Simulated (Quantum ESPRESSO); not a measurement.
# BAs (F-43m) in Quantum ESPRESSO: a series of runs, part 2 of 2

Quantum ESPRESSO 7.5. Earlier steps stand in the parts before.

### Step 3. Phonons, BLYP

pw.in

```
&CONTROL
  calculation = 'scf'
  prefix = 'pwscf'
  outdir = './tmp'
  pseudo_dir = './pseudo'
  tprnfor = .true.
  tstress = .true.
  disk_io = 'low'
/
&SYSTEM
  ibrav = 0
  nat = 2
  ntyp = 2
  ecutwfc = 84
  nbnd = 15
  input_dft = 'blyp'
  occupations = 'smearing'
  smearing = 'fd'
  degauss = 0.00367493
/
&ELECTRONS
  conv_thr = 4d-10
  electron_maxstep = 120
  mixing_beta = 0.5
/
ATOMIC_SPECIES
As    74.9216 As.upf
B     10.8100 B.upf
CELL_PARAMETERS angstrom
   0.0000000000    2.3885000000    2.3885000000
   2.3885000000    0.0000000000    2.3885000000
   2.3885000000    2.3885000000    0.0000000000
ATOMIC_POSITIONS crystal
As     0.7500000000    0.7500000000    0.7500000000
B      0.0000000000    0.0000000000    0.0000000000
K_POINTS automatic
8 8 8 1 1 1
```

scf2.in

```
&CONTROL
  calculation = 'scf'
  prefix = 'pwscf'
  outdir = './tmp'
  pseudo_dir = './pseudo'
  tprnfor = .true.
  tstress = .true.
  disk_io = 'low'
/
&SYSTEM
  ibrav = 0
  nat = 2
  ntyp = 2
  ecutwfc = 84
  nbnd = 15
  input_dft = 'blyp'
  occupations = 'fixed'
/
&ELECTRONS
  conv_thr = 1d-13
  electron_maxstep = 120
  mixing_beta = 0.5
  startingpot = 'file'
  startingwfc = 'file'
/
ATOMIC_SPECIES
As    74.9216 As.upf
B     10.8100 B.upf
CELL_PARAMETERS angstrom
   0.0000000000    2.3885000000    2.3885000000
   2.3885000000    0.0000000000    2.3885000000
   2.3885000000    2.3885000000    0.0000000000
ATOMIC_POSITIONS crystal
As     0.7500000000    0.7500000000    0.7500000000
B      0.0000000000    0.0000000000    0.0000000000
K_POINTS automatic
8 8 8 1 1 1
```

ph.in

```
phonons of BAs
&INPUTPH
  prefix = 'pwscf'
  outdir = './tmp'
  tr2_ph = 1d-16
  fildyn = 'dyn'
  niter_ph = 60
  alpha_mix(1) = 0.7
  epsil = .true.
/
0.0000000000 0.0000000000 0.0000000000
```

dynmat.in

```
&INPUT
  fildyn = 'dyn'
  asr = 'crystal'
  lperm = .true.
  filout = 'dynmat.disp'
  fileig = 'dynmat.eig'
/
```

dynmat_lo.in

```
&INPUT
  fildyn = 'dyn'
  asr = 'crystal'
  filout = 'dynmat_lo.disp'
  fileig = 'dynmat_lo.eig'
  q(1) = 0
  q(2) = 0
  q(3) = 1
/
```

Potentials or basis: PseudoDojo 0.4.1 SR PBE standard.

Command:

```bash
$ OMP_NUM_THREADS=1 pw.x -in pw.in > pw.out
$ OMP_NUM_THREADS=1 pw.x -in scf2.in > scf2.out
$ OMP_NUM_THREADS=1 ph.x -in ph.in > ph.out
$ OMP_NUM_THREADS=1 dynmat.x -in dynmat.in > dynmat.out
$ OMP_NUM_THREADS=1 dynmat.x -in dynmat_lo.in > dynmat_lo.out
```

pw.out:

```text
This program is part of the open-source Quantum ESPRESSO suite
     for quantum simulation of materials; please cite
         "P. Giannozzi et al., J. Phys.:Condens. Matter 21 395502 (2009);
         "P. Giannozzi et al., J. Phys.:Condens. Matter 29 465901 (2017);
         "P. Giannozzi et al., J. Chem. Phys. 152 154105 (2020);
     in publications or presentations arising from this work. More details at

     IMPORTANT: XC functional enforced from input :
     Exchange-correlation= BLYP
                           (   1   3   1   3   0   0   0)
     Any further DFT definition will be discarded
     Please, verify this is what you really want

     Message from routine setup:
     using ibrav=0 with symmetry is DISCOURAGED, use correct ibrav instead

     G-vector sticks info
     --------------------
     sticks:   dense  smooth     PW     G-vecs:    dense   smooth      PW
     Sum         955     955    295                19195    19195    3287

     Using Slab Decomposition

     bravais-lattice index     =            0
     lattice parameter (alat)  =       6.3832  a.u.
     unit-cell volume          =     183.9087 (a.u.)^3
     number of atoms/cell      =            2
     number of atomic types    =            2
     number of electrons       =        18.00
     number of Kohn-Sham states=           15
     kinetic-energy cutoff     =      84.0000  Ry
     charge density cutoff     =     336.0000  Ry
     scf convergence threshold =      4.0E-10
     mixing beta               =       0.5000
     number of iterations used =            8  plain     mixing
     Exchange-correlation= BLYP
                           (   1   3   1   3   0   0   0)

     celldm(1)=   6.383210  celldm(2)=   0.000000  celldm(3)=   0.000000
     celldm(4)=   0.000000  celldm(5)=   0.000000  celldm(6)=   0.000000

     crystal axes: (cart. coord. in units of alat)
               a(1) = (   0.000000   0.707107   0.707107 )
               a(2) = (   0.707107   0.000000   0.707107 )
               a(3) = (   0.707107   0.707107   0.000000 )

     reciprocal axes: (cart. coord. in units 2 pi/alat)
               b(1) = ( -0.707107  0.707107  0.707107 )
               b(2) = (  0.707107 -0.707107  0.707107 )
               b(3) = (  0.707107  0.707107 -0.707107 )

     PseudoPot. # 1 for As read from file:
     As.upf
     Pseudo is Norm-conserving + core correction, Zval = 15.0
     Generated using ONCVPSP code by D. R. Hamann
     Using radial grid of 1358 points,  6 beta functions with:
                l(1) =   0
                l(2) =   0
                l(3) =   1
                l(4) =   1
                l(5) =   2
                l(6) =   2

     PseudoPot. # 2 for B  read from file:
     B.upf
     Pseudo is Norm-conserving + core correction, Zval =  3.0
     Generated using ONCVPSP code by D. R. Hamann
     Using radial grid of 1534 points,  4 beta functions with:
                l(1) =   0
                l(2) =   0
                l(3) =   1
                l(4) =   1

     atomic species   valence    mass     pseudopotential
     As               15.00    74.92160     As( 1.00)
     B                 3.00    10.81000     B ( 1.00)

     24 Sym. Ops. (no inversion) found

   Cartesian axes

     site n.     atom                  positions (alat units)
         1        As     tau(   1) = (   1.0606602   1.0606602   1.0606602  )
         2        B      tau(   2) = (   0.0000000   0.0000000   0.0000000  )

     number of k points=    60  Fermi-Dirac smearing, width (Ry)=  0.0037
                       cart. coord. in units 2pi/alat
        k(    1) = (   0.0441942   0.0441942   0.0441942), wk =   0.0078125
        k(    2) = (   0.1325825   0.1325825  -0.0441942), wk =   0.0234375
        k(    3) = (   0.2209709   0.2209709  -0.1325825), wk =   0.0234375
        k(    4) = (   0.3093592   0.3093592  -0.2209709), wk =   0.0234375
        k(    5) = (  -0.3093592  -0.3093592   0.3977476), wk =   0.0234375
        k(    6) = (  -0.2209709  -0.2209709   0.3093592), wk =   0.0234375
[... 52 lines left out ...]
        k(   59) = (   0.3093592   0.3093592   0.3093592), wk =   0.0078125
        k(   60) = (  -0.3093592  -0.3093592   0.9280777), wk =   0.0234375

     Dense  grid:    19195 G-vectors     FFT dimensions: (  40,  40,  40)

     Initial potential from superposition of free atoms

     starting charge      17.9995, renormalised to      18.0000
     Starting wfcs are   13 randomized atomic wfcs +    2 random wfcs

     Self-consistent Calculation

     iteration #  1     ecut=    84.00 Ry     beta= 0.50
     Davidson diagonalization with overlap
     ethr =  1.00E-02,  avg # of iterations =  6.3

     Threshold (ethr) on eigenvalues was too large:
     Diagonalizing with lowered threshold

     Davidson diagonalization with overlap
     ethr =  8.84E-04,  avg # of iterations =  1.1

     total energy              =    -217.62228788 Ry
     estimated scf accuracy    <       0.16082758 Ry

     iteration #  2     ecut=    84.00 Ry     beta= 0.50
     Davidson diagonalization with overlap
     ethr =  8.93E-04,  avg # of iterations =  2.0

     total energy              =    -217.64876628 Ry
     estimated scf accuracy    <       0.01313051 Ry

     iteration #  3     ecut=    84.00 Ry     beta= 0.50
     Davidson diagonalization with overlap
     ethr =  7.29E-05,  avg # of iterations =  3.3

     total energy              =    -217.64974018 Ry
     estimated scf accuracy    <       0.00199619 Ry
[... 19 lines left out ...]
     total energy              =    -217.64990132 Ry
     estimated scf accuracy    <       0.00000021 Ry

     iteration #  7     ecut=    84.00 Ry     beta= 0.50
     Davidson diagonalization with overlap
     ethr =  1.14E-09,  avg # of iterations =  1.9

     total energy              =    -217.64990135 Ry
     estimated scf accuracy    <          7.1E-09 Ry

     iteration #  8     ecut=    84.00 Ry     beta= 0.50
     Davidson diagonalization with overlap
     ethr =  3.95E-11,  avg # of iterations =  2.7

     End of self-consistent calculation

          k = 0.0442 0.0442 0.0442 (  2412 PWs)   bands (ev):

   -23.9450 -23.9448 -23.9448 -23.9235 -23.9235  -3.5558  11.0906  11.5871
    11.5871  15.2047  15.2521  15.2521  16.7240  21.9669  24.5065

          k = 0.1326 0.1326-0.0442 (  2390 PWs)   bands (ev):

   -23.9446 -23.9436 -23.9428 -23.9238 -23.9230  -3.2206   9.2514  10.4900
    11.3816  15.3651  15.5756  16.1506  18.1095  22.9097  23.0576

          k = 0.2210 0.2210-0.1326 (  2405 PWs)   bands (ev):

   -23.9434 -23.9411 -23.9406 -23.9233 -23.9221  -2.4160   6.4058   9.8125
    10.6862  15.1062  16.3596  16.8595  19.7386  22.7349  23.5379

          k = 0.3094 0.3094-0.2210 (  2402 PWs)   bands (ev):

   -23.9421 -23.9395 -23.9394 -23.9218 -23.9211  -1.3189   4.0198   9.4951
    10.0886  14.8686  16.7170  16.7961  20.8308  23.9966  24.3637
[... 103 lines left out ...]
   -23.9420 -23.9378 -23.9344 -23.9234 -23.9210  -0.2553   3.6384   6.9719
     8.8942  15.1730  17.6158  19.1632  20.7663  22.4595  25.2888

          k = 0.2210-0.3094 0.3977 (  2394 PWs)   bands (ev):

   -23.9419 -23.9392 -23.9381 -23.9220 -23.9207  -0.8993   3.5619   8.9205
     9.6718  15.2157  16.4998  17.4054  20.8950  23.8988  25.3806

          k =-0.6629 0.0442 0.0442 (  2398 PWs)   bands (ev):

   -23.9500 -23.9297 -23.9293 -23.9291 -23.9177   0.3420   3.4773   7.4965
     7.7697  13.4198  13.8850  22.7759  22.7772  24.5196  28.6896

          k =-0.5745 0.1326-0.0442 (  2389 PWs)   bands (ev):

   -23.9481 -23.9322 -23.9307 -23.9279 -23.9186  -0.2406   4.2962   7.2218
     7.8672  13.9751  15.1913  20.7848  21.9688  24.1807  27.7421

          k =-0.4861 0.2210-0.1326 (  2390 PWs)   bands (ev):

   -23.9445 -23.9365 -23.9343 -23.9250 -23.9199  -0.7214   4.3346   7.4907
     8.6853  14.8335  17.6774  18.4931  19.8633  23.7630  26.6474

          k =-0.4861 0.0442 0.0442 (  2393 PWs)   bands (ev):

   -23.9489 -23.9329 -23.9328 -23.9279 -23.9189  -1.1530   5.5242   8.0855
     8.2864  13.4102  15.1479  20.8156  20.9324  23.6196  27.7501

          k =-0.3977 0.1326-0.0442 (  2393 PWs)   bands (ev):

   -23.9467 -23.9366 -23.9358 -23.9261 -23.9201  -1.7734   6.2837   8.2557
     9.0586  14.3684  16.6443  18.5732  19.5895  23.1338  26.1792

          k =-0.3094 0.0442 0.0442 (  2392 PWs)   bands (ev):

   -23.9470 -23.9388 -23.9387 -23.9256 -23.9211  -2.5587   8.0099   9.4371
     9.4762  13.9921  16.9942  18.3462  18.4077  21.9987  25.0361

          k = 0.1326 0.1326 0.1326 (  2397 PWs)   bands (ev):

   -23.9441 -23.9428 -23.9428 -23.9232 -23.9232  -3.0561   8.3096  10.9264
    10.9264  15.0416  16.1081  16.1081  18.7271  23.2391  23.3346

          k = 0.2210 0.2210 0.0442 (  2392 PWs)   bands (ev):

   -23.9437 -23.9414 -23.9405 -23.9240 -23.9220  -2.5687   7.3076   8.9803
    10.9112  15.6606  16.2344  17.0219  18.9543  22.1175  23.9904
[... 118 lines left out ...]
   -23.9437 -23.9356 -23.9339 -23.9246 -23.9204  -0.1217   3.6867   6.7106
     8.7589  14.5099  18.5273  19.4156  19.8945  23.0983  25.6308

          k = 0.3094 0.3094 0.3094 (  2395 PWs)   bands (ev):

   -23.9420 -23.9395 -23.9395 -23.9210 -23.9210  -1.0483   3.4352   9.9590
     9.9590  14.5207  16.6743  16.6743  20.8975  24.3831  25.8813

          k =-0.3094-0.3094 0.9281 (  2392 PWs)   bands (ev):

   -23.9416 -23.9389 -23.9378 -23.9216 -23.9210  -0.6580   3.3035   8.5664
     9.6035  15.1718  16.8447  17.3926  21.1412  24.0830  25.4540

     the Fermi energy is    12.4403 ev

!    total energy              =    -217.64990136 Ry
     estimated scf accuracy    <          3.9E-10 Ry
     smearing contrib. (-TS)   =      -0.00000000 Ry
     internal energy E=F+TS    =    -217.64990136 Ry

     The total energy is F=E-TS. E is the sum of the following terms:
     one-electron contribution =    -102.32073878 Ry
     hartree contribution      =      61.16147628 Ry
     xc contribution           =     -49.64851610 Ry
     ewald contribution        =    -126.84212275 Ry

     convergence has been achieved in   8 iterations

     Forces acting on atoms (cartesian axes, Ry/au):

     atom    1 type  1   force =    -0.00000000    0.00000000   -0.00000000
     atom    2 type  2   force =     0.00000000   -0.00000000    0.00000000

     Total force =     0.000000     Total SCF correction =     0.000000

     Computing stress (Cartesian axis) and pressure

          total   stress  (Ry/bohr**3)                   (kbar)     P=       81.36
   0.00055307  -0.00000000  -0.00000000           81.36       -0.00       -0.00
  -0.00000000   0.00055307  -0.00000000           -0.00       81.36       -0.00
  -0.00000000  -0.00000000   0.00055307           -0.00       -0.00       81.36

=------------------------------------------------------------------------------=
   JOB DONE.
=------------------------------------------------------------------------------=
```

Run time: 6.3 min. Hardware: 1 thread of Intel Xeon 6975P-C (Granite Rapids), shared host; peak memory 0.08 GiB.

Results:

- Free energy: -2961.2778 eV
- Pressure after relaxing: 8.1 GPa
- Electronic dielectric tensor (diagonal): 9.43
- Born charges (mean of the diagonal): As +0.38; B -0.38 e
- Highest phonon frequency at Γ, LO-TO splitting left out: 693 cm⁻¹
- Static dielectric tensor (diagonal): 9.49

Phonon frequencies in cm⁻¹ (negative: imaginary):
| q point | frequencies |
| --- | --- |
| (0.000, 0.000, 0.000) | 53 53 53 693 693 693 |

Electronic dielectric tensor:
```
9.43 0.00 0.00
0.00 9.43 0.00
0.00 0.00 9.43
```

Born effective charge tensors (e):
atom 1, As
```
0.38 0.00 0.00
0.00 0.38 0.00
0.00 0.00 0.38
```
atom 2, B
```
-0.38  0.00  0.00
 0.00 -0.38  0.00
 0.00  0.00 -0.38
```

Optical modes at Γ, degenerate ones joined, polar ones without the macroscopic field:
| cm⁻¹ | components | symmetry | active in | IR intensity, summed ((D/Å)²/amu) |
| --- | --- | --- | --- | --- |
| 698 | 3 | T2 | IR and Raman | 1.05 |

Zone-centre frequencies without and with the macroscopic field along z (cm⁻¹):
```
                optical modes in rising order
       without                    698 698 698
with the field                    698 698 700
```

Static dielectric tensor, electrons and zone-centre modes:
```
9.49 0.00 0.00
0.00 9.49 0.00
0.00 0.00 9.49
```

Caveat: the potentials were made for another functional, which shifts forces and pressure; the cell is more than 3 GPa from zero pressure, which shifts response properties; before the sum rule the acoustic modes lie tens of cm⁻¹ from zero, a sign that the density grid also shifts the optical modes.
